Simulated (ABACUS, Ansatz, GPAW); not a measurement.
# The bulk modulus of Cu, sorted by core time

It takes space group Fm-3m (No. 225, cubic). Conventional cell: a = 3.615 Å, b = 3.615 Å, c = 3.615 Å, α = 90.00°, β = 90.00°, γ = 90.00°. Cu (site symmetry m-3m) is surrounded by 12 Cu at 2.56 Å.

| rung | level | program and potentials | cutoff (eV) | k mesh | smearing | core time | chip | bulk modulus (GPa) | notes |
| --- | --- | --- | --- | --- | --- | --- | --- | --- | --- |
| GGA | PBE | Ansatz, Ansatz PAW | 420 | 13 × 13 × 13 | fermi-dirac 0.05 | 6.7 s | Arm Neoverse V2 | 141.8 | - |
| GGA | PBE | Ansatz, Ansatz PAW (files of its older set among them) | 700 | 13 × 13 × 13 | fermi-dirac 0.05 | 13 s | Arm Neoverse V2 | 141.8 | - |
| GGA | PBE | Ansatz, SPMS NC | 952 | 13 × 13 × 13 | fermi-dirac 0.05 | 17 s | Arm Neoverse V2 | 145.8 | - |
| GGA | PBE | Ansatz, SSSP efficiency PAW | 1225 | 13 × 13 × 13 | fermi-dirac 0.05 | 17 s | Arm Neoverse V2 | 141.9 | - |
| meta-GGA + dispersion | r2SCAN+D4 | Ansatz, Ansatz PAW | 500 | 13 × 13 × 13 | fermi-dirac 0.05 | 18 s | Intel Xeon Platinum 8259CL Skylake/Cascade Lake | 171.9 | potentials made for PBE, which Ansatz adapts in part |
| meta-GGA | r2SCAN | Ansatz, Ansatz PAW | 500 | 13 × 13 × 13 | fermi-dirac 0.05 | 18 s | Arm Neoverse V1 | 163.7 | potentials made for PBE, which Ansatz adapts in part |
| GGA | PBE | Ansatz, Ansatz NC | 1252 | 13 × 13 × 13 | fermi-dirac 0.05 | 22 s | Arm Neoverse V2 | 142.4 | - |
| GGA | PBE | Ansatz, PseudoDojo standard | 1252 | 13 × 13 × 13 | fermi-dirac 0.05 | 23 s | Arm Neoverse V2 | 144.5 | - |
| GGA | PBE | Ansatz, JTH PAW | 1350 | 13 × 13 × 13 | fermi-dirac 0.05 | 26 s | Arm Neoverse V2 | 142.2 | - |
| GGA | PBE | Ansatz, PseudoDojo stringent | 1415 | 13 × 13 × 13 | fermi-dirac 0.05 | 31 s | Arm Neoverse V2 | 143.6 | - |
| GGA | PBE | ABACUS, GBRV ultrasoft 1.5 PBE, plane waves | 544 | 10 × 10 × 10 | fermi-dirac 0.05 | 62 s | Intel Xeon Platinum 8488C Sapphire Rapids | 140.3 | fit through 4 volumes |
| non-local van der Waals functional | C09-vdW | GPAW, GPAW PAW data sets (gpaw-data 1.2.1) | 600 | 13 × 13 × 13 | fermi-dirac 0.05 | 65 s | Arm Neoverse V1 | 150.1 | potentials made for PBE; this data set often lies off other programs |
| GGA + U (3 eV) | PBE+U (Cu d U = 3 eV) | GPAW, GPAW PAW data sets (gpaw-data 1.2.1) | 600 | 13 × 13 × 13 | fermi-dirac 0.05 | 67 s | Arm Neoverse V1 | 122.8 | this data set often lies off other programs |
| GGA + dispersion | PBE+D3(BJ) | GPAW, GPAW PAW data sets (gpaw-data 1.2.1) | 600 | 13 × 13 × 13 | fermi-dirac 0.05 | 70 s | Arm Neoverse V1 | 164.0 | this data set often lies off other programs |
| GGA | SOGGA | GPAW, PAW data sets generated for this functional | 600 | 13 × 13 × 13 | fermi-dirac 0.05 | 79 s | Arm Neoverse V1 | 165.5 | this data set often lies off other programs |
| GGA | PBEsol | ABACUS, PseudoDojo NC SR 0.4.1 PBEsol standard, plane waves | 1252 | 13 × 13 × 13 | fermi-dirac 0.05 | 1.8 min | Intel Xeon 6975P-C Granite Rapids | 171.7 | - |
| GGA | PW91 | ABACUS, PseudoDojo NC SR 0.4.1 PBE standard, plane waves | 1252 | 10 × 10 × 10 | fermi-dirac 0.05 | 2.3 min | Intel Xeon Platinum 8375C Ice Lake | 144.1 | potentials made for PBE; fit through 4 volumes |

Times are single runs on shared hosts and different chips, so they are rough; meshes, cutoffs and the tasks' sizes weigh on the time. Task: equation of state. All rows: no spin polarisation. Smearing widths are in eV. The cell comes from a database and isn't always the measured one. For a metal such meshes aren't converged. Meshes differ between rows, which moves values too. Meshes are those of the run's cell of 1 atom unless a note names another. Runs on faulty files, with rough fits or with known faults for this quantity aren't shown. No row holds spin-orbit coupling.

By rung: GGA 140.3 to 171.7; GGA + U (3 eV) 122.8; GGA + dispersion 164.0; non-local van der Waals functional 150.1; meta-GGA + dispersion 171.9; meta-GGA 163.7 (GPa).
